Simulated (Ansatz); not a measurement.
Crystal: Pd.

```
Pd
1.0
     0.00000    1.94650    1.94650
     1.94650    0.00000    1.94650
     1.94650    1.94650    0.00000
Pd
1
Direct
  0.00000 0.00000 0.00000
```

| Quantity | Value |
| --- | --- |
| Program | Ansatz 0.2.0 |
| Task | relaxation of cell and atoms |
| Functional | LDA |
| Potentials or basis | all-electron PAW datasets made for the crystal |
| k mesh | 12 × 12 × 12 |
| Occupations | fermi-dirac, width 0.05 eV |
| Spin | no spin polarisation |
| Hubbard terms | Pd d U = 6.2 eV |

At the start: volume 14.75 Å³/atom.

Problem. Where does the relaxation end?

Solution. Over 6 steps the energy falls by 37.6 meV/atom and the volume is 13.77 Å³/atom (-6.6 %); space group Fm-3m (No. 225, to 0.05 Å).

Step by step:
| step | energy change (eV) | largest force (eV/Å) | volume (Å³) |
| --- | --- | --- | --- |
| 1 | 0.0000 | 0.0000 | 14.75 |
| 2 | -0.0265 | 0.0000 | 13.30 |
| 3 | -0.0373 | 0.0000 | 13.85 |
| 4 | -0.0376 | 0.0000 | 13.78 |
| 5 | -0.0376 | 0.0000 | 13.77 |
| 6 | -0.0376 | 0.0000 | 13.77 |

Final structure:
```xyz
1
Lattice="0.0000 1.9025 1.9025 1.9025 0.0000 1.9025 1.9025 1.9025 0.0000" Properties=species:S:1:pos:R:3 pbc="T T T"
Pd    0.0000    0.0000    0.0000
```

Caveat: the U is typed as a test and isn't derived for this compound.
